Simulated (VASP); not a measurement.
# RbBr: relaxation with set parts of the cell free, by free to move

RbBr, P1 (no. 1), 2 atoms in the cell. PBE with D3(BJ), constrained relaxation; PAW potentials Rb_sv, Br (PBE set).

| Free to move | Volume (Å³/atom) | Pressure in a fresh run at the final cell (GPa) | Pressure printed at the end of the relaxation (GPa) | Ionic steps, all stages | Electronic steps, all stages | Time (s) |
|---|---|---|---|---|---|---|
| atoms | 35.691 | -0.46 | -0.46 | 8 | 65 | 31 |
| atoms, shape and volume | 34.706 | -0.02 | -0.02 | 11 | 84 | 45 |
| atoms and shape at fixed volume | 35.691 | -0.46 | -0.46 | 9 | 70 | 47 |
| atoms and volume | 34.598 | 0.03 | 0.03 | 10 | 77 | 34 |
| atoms and the z components of the lattice | 35.290 | -0.29 | -0.29 | 10 | 79 | 39 |
| atoms and the x and y components of the lattice | 34.892 | -0.11 | -0.11 | 11 | 83 | 35 |
| atoms and the y and z components of the lattice | 34.892 | -0.11 | -0.11 | 10 | 79 | 35 |

Limits: the start was distorted on purpose (random strain, atoms moved at random), so the space group given is the start's and not the crystal's.

## Input of the first row

INCAR.step1:
```
SYSTEM = RbBr
PREC     = Accurate       ! precision mode
ENCUT    = 300            ! plane-wave cutoff, eV
EDIFF    = 1E-6           ! SCF threshold, eV
ISMEAR   = 0              ! smearing method
SIGMA    = 0.05           ! smearing width, eV
LREAL    = .FALSE.        ! projectors in reciprocal space
LASPH    = .TRUE.         ! aspherical terms in the spheres
NELM     = 100            ! most SCF steps
ALGO     = Normal         ! electronic algorithm
LWAVE    = .FALSE.        ! write WAVECAR
LCHARG   = .FALSE.        ! write CHGCAR
GGA      = PE             ! functional
IVDW     = 12             ! dispersion correction
IBRION   = 2              ! ionic algorithm
NSW      = 60             ! ionic steps
ISIF     = 2              ! what is computed and relaxed
EDIFFG   = -0.01          ! ionic threshold
POTIM    = 0.5            ! step
ISYM     = 0            
KPAR     = 4             
```

INCAR.step3, as INCAR.step1 but for:
```
- IBRION = 2
- NSW = 60
- EDIFFG = -0.01
- POTIM = 0.5
+ NSW = 0
```

KPOINTS:
```
k-points
0
Gamma
  4 4 4
```

POSCAR.step1:
```
RbBr
1.0
    4.1403360000     -0.0099340000     -0.0042610000
   -0.0099340000      4.1634330000      0.0211980000
   -0.0042610000      0.0211980000      4.1411200000
Rb Br
1 1
Direct
    0.0092280000     -0.0004690000     -0.0006490000
    0.4907720000      0.5004690000      0.5006490000
```

POSCAR.step3:
```
RbBr
1.0
    4.1403360000     -0.0099340000     -0.0042610000
   -0.0099340000      4.1634330000      0.0211980000
   -0.0042610000      0.0211980000      4.1411200000
Rb Br
1 1
Direct
    0.0000117783      0.9996765516      0.9998755902
    0.4999882217      0.5003234484      0.5001244098
```

Commands (each step's output is kept before the next begins):
```
cat potpaw_PBE.64/Rb_sv/POTCAR potpaw_PBE.64/Br/POTCAR > POTCAR
cp INCAR.step1 INCAR
cp POSCAR.step1 POSCAR
mpirun -np 4 vasp_std > vasp.out
cp CONTCAR POSCAR
mpirun -np 4 vasp_std > vasp.out
cp CONTCAR POSCAR
cp INCAR.step3 INCAR
cp POSCAR.step3 POSCAR
mpirun -np 4 vasp_std > vasp.out
```

Changes of the last row against the first:
```
- ISIF = 2
+ ISIF = 3
+ LATTICE_CONSTRAINTS = .FALSE. .TRUE. .TRUE.
```

VASP 6.6.1 took 31 s on 4 cores (Intel Xeon Platinum 8259CL @ 2.50GHz (Skylake/Cascade Lake)), a shared host.
